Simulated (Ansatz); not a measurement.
ZnS: experiment and calculation

**Experimental background.**

“Photocatalytic Degradation of Rhodamine B Dye and Hydrogen Evolution by Hydrothermally Synthesized NaBH4—Spiked ZnS Nanostructures”, 2022, pmc:9046778 quotes, for a bulk crystal of ZnS: lattice constant a 5.409 Å.

From “Electronic, vibrational, and thermodynamic properties of ZnS (zincblende and rocksalt structure)”, 2009, arxiv:0911.5022, for a bulk crystal of ZnS at 19 K: band gap 3.85 eV (direct).

The results are compared with them further down.

These are results of DFT PBE, scalar-relativistic, plane waves, PAW in Ansatz 0.2.0, not measurements.

Cutoff 420 eV; k points 10×10×10 on the computed 2-atom cell (Γ-centred); Gaussian smearing, width 0.02 eV; no spin polarisation.

Relaxed structure, symmetry kept:

```
Zn S
1.0
     0.00000    2.72148    2.72148
     2.72148    0.00000    2.72148
     2.72148    2.72148    0.00000
Zn S
1 1
Direct
  0.25000 0.25000 0.25000
  0.00000 0.00000 0.00000
```

```
Space group                                                       : F-43m (No. 216)
Volume per atom                                                   : 20.16 Å³
Formation energy from the elements' standard states (uncorrected) : -0.822 eV/atom
Kohn–Sham band gap                                                : 2.02 eV
Löwdin character of the top 1 eV of the valence band              : S 3p 88 %, Zn 3d 8 %
Löwdin character of the lowest 1 eV of the conduction band        : Zn 4s 57 %, S 3s 26 %, S 3p 15 %
Bader charges (e)                                                 : Zn (1 in the cell) 0.89, S (1 in the cell) -0.89
```

A measured lattice constant a of ZnS is 5.409 Å (quoted in the paper above); the calculated 5.443 Å misses it by +0.6 %. The calculation is for 0 K without zero-point motion. A measured band gap of ZnS is 3.85 eV (direct; 19 K; quoted in the paper above); the calculated 2.02 eV misses it by -1.83 eV. Kohn–Sham gaps of semilocal functionals fall short of measured ones as a rule.